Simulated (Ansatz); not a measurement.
# Rigid-band transport of added carriers in BaF₂, calculated with Ansatz

Space group Fm-3m (No. 225), 3 atoms in the cell of the first input below: a = 4.384 Å, b = 4.384 Å, c = 4.384 Å, α = 60.00°, β = 60.00°, γ = 60.00°.

The cell was built from a prototype of a structure type listed for this compound, at its measured volume, taken without relaxation (pressure -0.2 GPa with this functional, without spin–orbit coupling). Functional: r2SCAN.

Spin–orbit coupling is left out. Kohn–Sham gap on the run's mesh: 7.41 eV (the true one may be smaller).

The states of the whole zone with their velocity products:

```yaml
crystal:
  lattice:
    - [0.0, 3.1000485598, 3.1000485598]
    - [3.1000485598, 0.0, 3.1000485598]
    - [3.1000485598, 3.1000485598, 0.0]
  atoms:
    - { symbol: Ba, position: [0.0, 0.0, 0.0] }
    - { symbol: F, position: [0.25, 0.25, 0.25] }
    - { symbol: F, position: [0.75, 0.75, 0.75] }
basis:
  ecutwfc: 500
  ecutrho_ratio: 4
kpoints:
  mp_grid: { grid: [10, 10, 10] }
hamiltonian:
  xc: r2scan
scf:
  occupations: { method: gaussian, width: 0.05 }
output:
  forces: true
  stress: true
  eigenvalues: true
  states_by_energy: { minimum_broadening: 0.05 }
```

```bash
ansatz run input.yaml --threads 4 --pin off --max-ram 9216MiB --backend cpu --events-out ev --progress --plain --runs-dir out
```

Time: 5 min on 4 threads of Arm Neoverse V1, on a shared host, peak memory 1 GiB.

From that table, at a constant relaxation time τ with Fermi–Dirac weights and rigid bands:

```
T (K)  doping (cm⁻³)  μ − E_F (eV)  σ_xx/τ (10²⁰/Ω m s)  S_xx (μV/K)  Lorenz (10⁻⁸ V²/K²)  ħω_p,xx (eV)
  600         n 1e19         3.659              0.00526         -306                 2.09         0.160
  600         p 1e19        -3.346             0.000428          745                 0.96         0.046
  600         n 1e20         3.830                 0.05         -139                 2.46         0.495
  600         p 1e20        -3.466              0.00428          546                 0.96         0.145
  600         p 1e21        -3.586               0.0422          348                 0.97         0.455
  900         n 1e19         3.571              0.00464         -390                 2.62         0.151
  900         p 1e19        -3.130             0.000344          774                 1.02         0.041
  900         n 1e20         3.778               0.0432         -217                 2.80         0.460
  900         p 1e20        -3.309              0.00344          576                 1.02         0.130
  900         p 1e21        -3.489               0.0341          377                 1.04         0.408
```

Question: Which of the dopings listed at 600 K has the largest power factor S²σ/τ along x?

Answer: n 1e19: 0.49, p 1e19: 0.24, n 1e20: 0.96, p 1e20: 1.3, p 1e21: 5.1 (10¹¹ W/m K² s), so p 1e21 cm⁻³, if τ is the same for all.

Caveats: crystals with gaps this wide can seldom be doped to such densities with both signs of carrier, so the rows show what the bands would give; melting, decomposition and changes of phase at these temperatures weren't checked; no scattering is computed, and the gap isn't corrected; no spin-orbit coupling, which matters for these elements.

At equal density and temperature, electrons give about ten times the σ/τ of holes. The valence band comes from compact F 2p orbitals that overlap weakly, so its holes are heavy, while the more diffuse Ba-derived conduction states disperse more strongly. The same flat bands offer many states near the edge, which keeps the holes non-degenerate and their Seebeck coefficient large: at 600 K it falls by nearly the same step per decade of doping, while σ/τ grows almost in proportion to density.

The lead of p 1e21 in power factor therefore reflects its density as much as the bands, and there is no electron row at that density to set against it. At 600 K electrons lead at 1e19 and holes at 1e20, so neither carrier is better throughout. The hole ranking is unlikely to carry over to the real crystal, because holes in BaF₂ self-trap as V_K centres, with the charge shared by a pair of fluorines, and then move by hopping, which rigid bands cannot describe.
